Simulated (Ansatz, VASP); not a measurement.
# Two plane-wave programs on GdO

File INCAR:

```
SYSTEM = GdO
PREC = Accurate
ENCUT = 520
EDIFF = 1E-7
ISMEAR = -1
SIGMA = 0.1
LREAL = .FALSE.
LASPH = .TRUE.
NELM = 150
ALGO = Normal
ISIF = 2
LWAVE = .FALSE.
LCHARG = .TRUE.
ISPIN = 2
MAGMOM = 7 0
LORBIT = 11
LMAXMIX = 6
GGA = PS
LELF = .TRUE.
LVHAR = .TRUE.
NBANDS = 23
```

The input KPOINTS:

```
regular mesh
0
G
  9 9 9
  0 0 0
```

Contents of POSCAR:

```
GdO
1.0
    0.0000000000      2.7355303903      2.7355303903
    2.7355303903      0.0000000000      2.7355303903
    2.7355303903      2.7355303903      0.0000000000
Gd O
1 1
Direct
    0.0000000000      0.0000000000      0.0000000000
    0.2500000000      0.2500000000      0.2500000000
```

Input for Ansatz:

```yaml
crystal:
  lattice:
    - [0.0, 2.7355303903144788, 2.7355303903144788]
    - [2.7355303903144788, 0.0, 2.7355303903144788]
    - [2.7355303903144788, 2.7355303903144788, 0.0]
  atoms:
    - { symbol: Gd, position: [0.0, 0.0, 0.0], spin: 7.0 }
    - { symbol: O, position: [0.25, 0.25, 0.25] }
basis:
  ecutwfc: 450.0
kpoints:
  mp_grid:
    grid: [9, 9, 9]
hamiltonian:
  xc: pbesol
  pseudopotentials:
    kind: paw
magnetization:
  spin_polarized: true
scf:
  occupations:
    method: fermi_dirac
    width: 0.1
```

Alike in both runs: task single point; functional PBEsol; k mesh 9 × 9 × 9; occupations fermi-dirac, width 0.1 eV; collinear spin.

```csv
,VASP,Ansatz
version,VASP 6.6.1,Ansatz 0.2.0
potentials or method,"VASP PAW PBE potentials, release 64 (Gd, O)","plane waves, PAW"
plane-wave cutoff (eV),520,450
valence electrons in the cell,24,24
```

Ansatz gave:

- net moment per atom (μB): 3.73
- size of the moment on the site where the two differ most (μB): 6.80

Q: What did VASP give for the same quantities?

A: net moment per atom (μB): 3.73; size of the moment on the site where the two differ most (μB): 6.83.

Site moments also hang on the region over which each program counts them.

Caveats: a cell with one magnetic atom can't hold antiferromagnetic order, which such compounds often take. The state reached can hang on the start; a lower one may exist.
